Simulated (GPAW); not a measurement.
**RbCl (Fm-3m): G0W0 on several meshes in GPAW**

How does the mesh move the gap of RbCl (Fm-3m)?

Main program and level: GPAW 26.7.0; PBE and many-body steps on it, plane waves.

The database entry behind the starting cell differs from later determinations by our own check (about 0.5 % short), so it need not match the best structure at ambient conditions.

### Step 1. The structure

It takes space group Fm-3m (No. 225, cubic). Conventional cell: a = 6.548 Å, b = 6.548 Å, c = 6.548 Å, α = 90.00°, β = 90.00°, γ = 90.00°. Rb has 6 Cl at 3.27 Å nearest. Cl has 6 Rb at 3.27 Å nearest. Farther neighbours and most contacts between anions are not listed.

Structure file:

```cif
data_structure
_symmetry_space_group_name_H-M 'Fm-3m'
_symmetry_Int_Tables_number 225
_cell_length_a 6.5480
_cell_length_b 6.5480
_cell_length_c 6.5480
_cell_angle_alpha 90.000
_cell_angle_beta 90.000
_cell_angle_gamma 90.000
_cell_volume 280.75
loop_
_atom_site_label
_atom_site_type_symbol
_atom_site_symmetry_multiplicity
_atom_site_Wyckoff_symbol
_atom_site_fract_x
_atom_site_fract_y
_atom_site_fract_z
_atom_site_occupancy
Rb1 Rb 4 a 0.00000 0.00000 0.00000 1
Cl1 Cl 4 b 0.50000 0.00000 0.00000 1
```

The cell and positions come from the Crystallography Open Database and are kept as given unless a step says otherwise.

### Step 2. Empty states on the mesh, 4×4×4 mesh, 460 bands

This step: GPAW 26.7.0; DFT, PBE, plane waves, PAW.

The sums over transitions need many empty states on a uniform mesh; this step solves for them.

Input file run.py:

```python
import json
import numpy as np
from gpaw.mpi import world
from gpaw import GPAW

calc = GPAW('gs.gpw').fixed_density(kpts={'size': (4, 4, 4), 'gamma': True},
    parallel={'domain': 1, 'band': 1},
    txt='nscf.txt')
calc.diagonalize_full_hamiltonian(nbands=460)
calc.write('full.gpw', mode='all')
res = {}
kpts = calc.get_ibz_k_points()
res['kpts'] = kpts
res['eigenvalues'] = [calc.get_eigenvalues(kpt=k) for k in range(len(kpts))]
res['n_electrons'] = calc.get_number_of_electrons()

if world.rank == 0:
    with open('result.json', 'w') as f:
        json.dump(res, f, default=lambda x: x.tolist())
```

Command:

```
> mpirun -n 4 gpaw python run.py
```

Numbers of over 12 decimals in the logs are rounded to 6 here.

The log of the run:

```text
Diagonalizing LCAO Hamiltonian
Converting LCAO to pw mode
convergence criteria:
- Maximum integral of absolute [eigenst]ate change: 4e-08 eV^2 / valence electron
maximum number of iterations: 100

SCF iterations
|iter     |     time |      energy | eigst |  dens |
|iter:   1|  |             | +1.69 |       |
|iter:   2|  |             | +0.48 |       |
|iter:   3|  |             | -0.32 |       |
[...]
|iter:  12|  |             | -6.33 |       |
|iter:  13|  |             | -6.88 |       |
|iter:  14|  |             | -7.44c|       |
SCF steps: 14
  __  _  _
 | _ |_)|_||  |
 |__||  | ||/\| - 26.7.0

Input parameters:
  mode=PW(ecut=450.000000),
  convergence={'density': 1e-06, 'bands': -3},
  gpts=array([24, 24, 24]),
  kpts=MonkhorstPack(size=(4, 4, 4), gamma=True),
  maxiter=100,
  nbands=15,
  occupations=Occupations(name='fermi-dirac', width=0.001, fixmagmom=False),
  parallel={'domain': 1, 'band': 1},
  xc=XC(name='PBE')
Matrix size: 1523x1523
# Writing to full.gpw (mode='all')
  [... matrices ...]

timing:  # [seconds]
  Total: 7.402  # ━━━━━━━━━━━━━━━━━━━━━━━━━━━━━━━━━━━━━━━━━━━━━━━━━━━━━━━━━━━
```

It took 11 s on 4 MPI ranks of Arm Neoverse V2, shared host; peak memory 1.4 GiB.

Numbers from this step:

```
gap                                                           : 5.051 eV
k of the valence top                                          : 0, 0, 0
k of the conduction bottom                                    : 0, 0, 0
least direct gap                                              : 5.051 eV
k points computed                                             : 8
lowest point of the top converged band, above the valence top : 195.0137 eV
```

On this mesh the gap is 5.051 eV.

### Step 3. 4×4×4

G0W0 replaces the xc potential by the self-energy, built once from these orbitals. Only a window of levels is corrected, while the sums run over the empty bands that the input names.

This step: G0W0 on PBE, plane waves, PAW.

Input file run.py:

```python
import json
import numpy as np
from gpaw.mpi import world
from gpaw.response.g0w0 import G0W0

gw = G0W0('full.gpw',
    filename='gw',
    kpts=[0],
    bands=(6, 10),
    ecut=60,
    nbands=74,
    integrate_gamma='WS',
    ppa=True)
gw.calculate()
res = {mode: {k: v for k, v in r.items() if k != 'sigma_eskwn'}
       for mode, r in gw.all_results.items()}

if world.rank == 0:
    with open('result.json', 'w') as f:
        json.dump(res, f, default=lambda x: x.tolist())
```

Command:

```
> mpirun -n 4 gpaw python run.py
```

The log of the run:

```text
Using integrator: PointIntegrator
FrequencyGridDescriptor(from 0.000+0.000j to 0.000+27.211j eV, 2 points)
Nonperiodic BCs:  [False False False]
Using integrator: PointIntegrator
FrequencyGridDescriptor(from 0.000+0.000j to 0.000+27.211j eV, 2 points)
Nonperiodic BCs:  [False False False]
  ___  _ _ _
 |   || | | |
 | | || | | |
 |__ ||_____|
 |___|

BZ k-points: Symmetries present (total): 48

  [... matrices ...]
64 k-points: 4 x 4 x 4 Monkhorst-Pack grid + [1/8,1/8,1/8]
8 k-points in the irreducible part of the Brillouin zone
       k-points in crystal coordinates                weights
   0:     0.00000000    0.00000000    0.00000000          1/64
   1:     0.25000000    0.25000000    0.00000000          6/64
   2:     0.25000000    0.25000000    0.25000000          8/64
   3:     0.50000000    0.25000000   -0.25000000          6/64
   4:     0.50000000    0.25000000    0.25000000         12/64
   5:     0.50000000    0.50000000    0.00000000          3/64
   6:     0.50000000    0.50000000    0.25000000         24/64
   7:     0.50000000    0.50000000    0.50000000          4/64

Distributing spins, k-points and bands (1 x 1 x 4) over 4 processes
Number of blocks: 1

Quasi particle states:
k-points (IBZ indices): [0]
Band range: (6, 10)
  [... matrices ...]
Computational parameters:
Plane wave cut-off: 60 eV
Number of bands: 74
Coulomb cutoff: None
Broadening: 0.1 eV

fxc modes: GW
Kernel: RPA
Using Godby-Needs plasmon-pole approximation:
  Fitting energy: i*E0, E0 = 1.000 Hartree
Summing all q:

Calculating screened Coulomb potential
No Coulomb truncation
FrequencyGridDescriptor(from 0.000+0.000j to 0.000+27.211j eV, 2 points)
Removing empty qpoint cache files...

Calculating chi0 body with:
    Ground state adapter containing:
    Number of spins: 1
    Number of kpoints: 64
    Number of irreducible kpoints: 8
    Number of completely occupied states: 8
    Number of partially occupied states: 8
    Occupied states memory: 1.6875 M / cpu

    Linear response parametrization:
    q_c: [0.0, 0.0, 0.0]
    Number of frequency points: 2
    Planewave cutoff: 60.0
    Number of bands: 74
    Number of planewaves: 65
    Broadening (eta): 1e-06
    comm.size: 4
    kncomm.size: 4
    blockcomm.size: 1

    Memory estimate of potentially large arrays:
        chi0_wGG: 0.128937 M / cpu
Integrating chi0 body.

Symmetries of q_c:
    Direct symmetries (Uq -> q): 48
    Indirect symmetries (TUq -> q): 0
In total 48 allowed symmetries.

  [... matrices ...]
8 groups of equivalent kpoints. 87.5% reduction.

Integral kind: response function
Integrating chi0 head and wings.

Symmetries of q_c:
    Direct symmetries (Uq -> q): 48
    Indirect symmetries (TUq -> q): 0
In total 48 allowed symmetries.

  [... matrices ...]
8 groups of equivalent kpoints. 87.5% reduction.

Integral kind: response function wings

Calculating chi0 body with:
    Ground state adapter containing:
    Number of spins: 1
    Number of kpoints: 64
    Number of irreducible kpoints: 8
    Number of completely occupied states: 8
    Number of partially occupied states: 8
    Occupied states memory: 1.6875 M / cpu

    Linear response parametrization:
[... the further q-points ...]

Results:
f:      Occupation numbers
eps:     KS-eigenvalues [eV]
vxc:     KS vxc [eV]
exx:     Exact exchange [eV]
sigma:   Self-energies [eV]
dsigma:  Self-energy derivatives
Z:       Renormalization factors
qp:      QP-energies [eV]

k-point 0 (0): (0.000, 0.000, 0.000)                GW
band       f     eps     vxc     exx   sigma  dsigma       Z      qp
                                                                   GW
   6   1.000  -0.142 -16.253 -20.674   2.338  -0.244   0.804  -1.816
   7   1.000  -0.142 -16.253 -20.674   2.338  -0.244   0.804  -1.816
   8   0.000   4.909  -7.770  -4.173  -2.789  -0.133   0.883   5.623
   9   0.000   7.853  -8.291  -3.953  -2.766  -0.133   0.883   9.240
```

Elapsed: 12 s, on 4 MPI ranks; peak memory 1.1 GiB.

Numbers from this step:

- G0W0 gap on the points computed: 7.439 eV
- least direct G0W0 gap on the computed points: 7.439 eV
- Z at the valence top: 0.8039
- Z at the conduction bottom: 0.8828
- starting gap on the mesh: 5.051 eV
- k of the valence top: 0, 0, 0
- k of the conduction bottom: 0, 0, 0

The gap on the mesh goes from 5.05 eV to 7.44 eV, a correction of +2.39 eV.

### Step 4. Empty states on the mesh, 6×6×6 mesh, 84 bands

This step: DFT, PBE, plane waves, PAW.

Input file run.py:

```python
import json
import numpy as np
from gpaw.mpi import world
from gpaw import GPAW

calc = GPAW('gs.gpw').fixed_density(kpts={'size': (6, 6, 6), 'gamma': True},
    nbands=98,
    convergence={'bands': 84},
    txt='nscf.txt')
calc.write('full.gpw', mode='all')
res = {}
kpts = calc.get_ibz_k_points()
res['kpts'] = kpts
res['eigenvalues'] = [calc.get_eigenvalues(kpt=k) for k in range(len(kpts))]
res['n_electrons'] = calc.get_number_of_electrons()

if world.rank == 0:
    with open('result.json', 'w') as f:
        json.dump(res, f, default=lambda x: x.tolist())
```

Command:

```
> mpirun -n 4 gpaw python run.py
```

The log of the run:

```text
Diagonalizing LCAO Hamiltonian
Converting LCAO to pw mode
convergence criteria:
- Maximum integral of absolute [eigenst]ate change: 4e-08 eV^2 / valence electron
maximum number of iterations: 100

SCF iterations
|iter     |     time |      energy | eigst |  dens |
|iter:   1|  |             | +4.15 |       |
|iter:   2|  |             | +2.94 |       |
|iter:   3|  |             | +1.75 |       |
[...]
|iter:  11|  |             | -6.55 |       |
|iter:  12|  |             | -7.23 |       |
|iter:  13|  |             | -7.82c|       |
SCF steps: 13
  __  _  _
 | _ |_)|_||  |
 |__||  | ||/\| - 26.7.0

Input parameters:
  mode=PW(ecut=450.000000),
  convergence={'bands': 84},
  gpts=array([24, 24, 24]),
  kpts=MonkhorstPack(size=(6, 6, 6), gamma=True),
  maxiter=100,
  nbands=98,
  occupations=Occupations(name='fermi-dirac', width=0.001, fixmagmom=False),
  parallel={},
  xc=XC(name='PBE')
# Writing to full.gpw (mode='all')
  [... matrices ...]

timing:  # [seconds]
  Total: 0.031  # ━━━━━━━━━━━━━━━━━━━━━━━━━━━━━━━━━━━━━━━━━━━━━━━━━━━━━━━━━━━
```

Wall time 15 s (4 MPI ranks); peak memory 0.7 GiB; 59 s of CPU time.

Numbers from this step:

```
gap                                                           : 5.051 eV
k of the valence top                                          : 0, 0, 0
k of the conduction bottom                                    : 0, 0, 0
least direct gap                                              : 5.051 eV
k points computed                                             : 16
lowest point of the top converged band, above the valence top : 57.3401 eV
```

On this mesh the gap is 5.051 eV.

### Step 5. 6×6×6

This step: G0W0 on PBE, plane waves, PAW.

Input file run.py:

```python
import json
import numpy as np
from gpaw.mpi import world
from gpaw.response.g0w0 import G0W0

gw = G0W0('full.gpw',
    filename='gw',
    kpts=[0],
    bands=(6, 10),
    ecut=60,
    nbands=74,
    integrate_gamma='WS',
    ppa=True)
gw.calculate()
res = {mode: {k: v for k, v in r.items() if k != 'sigma_eskwn'}
       for mode, r in gw.all_results.items()}

if world.rank == 0:
    with open('result.json', 'w') as f:
        json.dump(res, f, default=lambda x: x.tolist())
```

Command:

```
> mpirun -n 4 gpaw python run.py
```

The log of the run:

```text
Using integrator: PointIntegrator
FrequencyGridDescriptor(from 0.000+0.000j to 0.000+27.211j eV, 2 points)
Nonperiodic BCs:  [False False False]
Using integrator: PointIntegrator
FrequencyGridDescriptor(from 0.000+0.000j to 0.000+27.211j eV, 2 points)
Nonperiodic BCs:  [False False False]
  ___  _ _ _
 |   || | | |
 | | || | | |
 |__ ||_____|
 |___|

BZ k-points: Symmetries present (total): 48

  [... matrices ...]
216 k-points: 6 x 6 x 6 Monkhorst-Pack grid + [1/12,1/12,1/12]
16 k-points in the irreducible part of the Brillouin zone
       k-points in crystal coordinates                weights
   0:     0.00000000    0.00000000    0.00000000          1/216
   1:     0.16666667    0.16666667    0.00000000          6/216
   2:     0.16666667    0.16666667    0.16666667          8/216
[...]
9:     0.50000000    0.33333333   -0.16666667         12/216
          ...
  15:     0.50000000    0.50000000    0.50000000          4/216

Distributing spins, k-points and bands (1 x 1 x 4) over 4 processes
Number of blocks: 1

Quasi particle states:
k-points (IBZ indices): [0]
Band range: (6, 10)
  [... matrices ...]
Computational parameters:
Plane wave cut-off: 60 eV
Number of bands: 74
Coulomb cutoff: None
Broadening: 0.1 eV

fxc modes: GW
Kernel: RPA
Using Godby-Needs plasmon-pole approximation:
  Fitting energy: i*E0, E0 = 1.000 Hartree
Summing all q:

Calculating screened Coulomb potential
No Coulomb truncation
FrequencyGridDescriptor(from 0.000+0.000j to 0.000+27.211j eV, 2 points)
Removing empty qpoint cache files...

Calculating chi0 body with:
    Ground state adapter containing:
    Number of spins: 1
    Number of kpoints: 216
    Number of irreducible kpoints: 16
    Number of completely occupied states: 8
    Number of partially occupied states: 8
    Occupied states memory: 1.6875 M / cpu

    Linear response parametrization:
    q_c: [1.3877787807814457e-17, 1.3877787807814457e-17, 1.3877787807814457e-17]
    Number of frequency points: 2
    Planewave cutoff: 60.0
    Number of bands: 74
    Number of planewaves: 65
    Broadening (eta): 1e-06
    comm.size: 4
    kncomm.size: 4
    blockcomm.size: 1

    Memory estimate of potentially large arrays:
        chi0_wGG: 0.128937 M / cpu
Integrating chi0 body.

Symmetries of q_c:
    Direct symmetries (Uq -> q): 48
    Indirect symmetries (TUq -> q): 0
In total 48 allowed symmetries.

  [... matrices ...]
16 groups of equivalent kpoints. 92.592593% reduction.

Integral kind: response function
Integrating chi0 head and wings.

Symmetries of q_c:
    Direct symmetries (Uq -> q): 48
    Indirect symmetries (TUq -> q): 0
In total 48 allowed symmetries.

  [... matrices ...]
16 groups of equivalent kpoints. 92.592593% reduction.

Integral kind: response function wings

Calculating chi0 body with:
    Ground state adapter containing:
    Number of spins: 1
    Number of kpoints: 216
    Number of irreducible kpoints: 16
    Number of completely occupied states: 8
    Number of partially occupied states: 8
[... the further q-points ...]

Results:
f:      Occupation numbers
eps:     KS-eigenvalues [eV]
vxc:     KS vxc [eV]
exx:     Exact exchange [eV]
sigma:   Self-energies [eV]
dsigma:  Self-energy derivatives
Z:       Renormalization factors
qp:      QP-energies [eV]

k-point 0 (0): (0.000, 0.000, 0.000)                GW
band       f     eps     vxc     exx   sigma  dsigma       Z      qp
                                                                   GW
   6   1.000  -0.142 -16.253 -20.671   2.333  -0.247   0.802  -1.813
   7   1.000  -0.142 -16.253 -20.671   2.333  -0.247   0.802  -1.813
   8   0.000   4.909  -7.770  -4.178  -2.785  -0.133   0.883   5.622
   9   0.000   7.853  -8.291  -3.954  -2.764  -0.137   0.879   9.237
```

Wall time 50 s (4 MPI ranks); peak memory 0.99 GiB.

This step gave:

```yaml
g0w0_gap_on_the_points_computed: 7.435 eV
least_direct_g0w0_gap_on_the_computed_points: 7.435 eV
z_at_the_valence_top: 0.8019
z_at_the_conduction_bottom: 0.8829
starting_gap_on_the_mesh: 5.051 eV
k_of_the_valence_top: 0, 0, 0
k_of_the_conduction_bottom: 0, 0, 0
```

Against G0W0 in GPAW (4×4×4 mesh, 74 bands, screening to 60 eV, Godby-Needs plasmon pole), the gap moves by −0.004 eV.

### Step 6. Side by side

Times are wall times on 4 MPI ranks of Arm Neoverse V2, shared host, good to a factor of about two.

| run | mesh | bands | screening cutoff (eV) | DFT gap (eV) | gap on the mesh (eV) | direct (eV) | time |
| --- | --- | --- | --- | --- | --- | --- | --- |
| 4×4×4 | 4×4×4 | 74 | 60 | 5.051 | 7.439 | 7.439 | 12 s |
| 6×6×6 | 6×6×6 | 74 | 60 | 5.051 | 7.435 | 7.435 | 50 s |

### Step 7. Summary of results

- 4×4×4: 7.439 eV
- 6×6×6: 7.435 eV
- known limits: not at the basis limit; no spin-orbit coupling

**Reading.** 6×6×6: −0.004 eV against 4×4×4. Bands and cutoff are finite, so the gap is not at the basis limit. The miss can reach some tenths of an eV and take either sign; the mesh is an error of its own. These stock PAW sets were not made for GW. In the G0W0 runs levels were corrected at 1 k point alone, so a gap called «on the mesh» is the least over those, and an edge elsewhere would be missed. The many-body steps are scalar-relativistic: spin-orbit coupling is not in them.

[Paths, hosts, dates, memory and timing lines, banners, echoed tables and standing remarks are left out of the program output.]

[Logs are printed without paths, hosts, clocks, repeated set-up lines and the standing remarks that a program may print on its own settings, such as how far it seeks lower states.]

[Runs of the session that timed out or met a known fault of the program may be left out.]

[Hosts, paths, dates, database ids (printed as entryN), source tags and the programs' standing remarks are cut or masked in the printed files.]
